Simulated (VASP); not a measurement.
## MnS: single point with PBEsol+U

Crystal: MnS.

```
Mn S
1.0
    -1.83000   -1.05655    5.94184
     1.83000   -1.05655    5.94184
     0.00000    2.11310    5.94184
Mn S
2 2
Direct
  0.00000 0.00000 0.00000
  0.50000 0.50000 0.50000
  0.25000 0.25000 0.25000
  0.75000 0.75000 0.75000
```

The cell is a database's computed one.

```yaml
Program: VASP 6.6.1
Task: single point
Functional: PBEsol
Potentials_or_basis: VASP PAW PBE potentials, release 64 (Mn_pv, S)
Cutoff: 520 eV
k_mesh: 9 × 9 × 9
Occupations: fermi-dirac, width 0.05 eV
Spin: collinear spin, antiferromagnetic start
Starting_moments: "[4.0, -4.0, 0.0, 0.0] μB"
Hubbard_terms: Mn d U = 6 eV
Supercell_matrix: "[0, 1, 1, 1, 0, 1, 1, 1, 0]"
Further_INCAR_settings: ALGO = Normal; EDIFF = 1e-06; NBANDS = 31
```

The pressure is 3.2 GPa and the band gap on the k mesh is 2.54 eV. The net moment is 0.00 μB per cell and the site moments are Mn +4.58, -4.58; S +0.00 μB. The valence electrons inside the program's atomic spheres are Mn 11.31; S 3.77.

Levels at points of the mesh, in eV from the valence-band top:
Spin up:
```
           k point  band 15  band 16  band 17  band 18  band 19  band 20  band 21  band 22  band 23  band 24
(0.00, 0.00, 0.00)    -0.81    -0.81    -0.63    -0.63    -0.58     3.30     3.92     4.03     4.03     4.08
```
Spin down:
| k point | band 15 | band 16 | band 17 | band 18 | band 19 | band 20 | band 21 | band 22 | band 23 | band 24 |
| --- | --- | --- | --- | --- | --- | --- | --- | --- | --- | --- |
| (0.00, 0.00, 0.00) | -0.81 | -0.81 | -0.63 | -0.63 | -0.58 | 3.30 | 3.92 | 4.03 | 4.03 | 4.08 |

Eigenvalues of the final occupation matrices:
```tsv
site	spin	trace	eigenvalues
site 1 d	1	4.73	0.94 0.94 0.94 0.96 0.96
site 1 d	2	0.19	0.01 0.01 0.01 0.08 0.08
site 2 d	1	0.19	0.01 0.01 0.01 0.08 0.08
site 2 d	2	4.73	0.94 0.94 0.94 0.96 0.96
```

Run time: 6.6 min on 1 thread of Intel(R) Xeon(R) 6975P-C (Granite Rapids), on a shared host, peak memory 0.55 GiB.

Caveat: the PAW data sets were made with another functional, which shifts forces and pressure a little; an odd mesh through Γ misses points on the zone boundary, where band edges often lie.
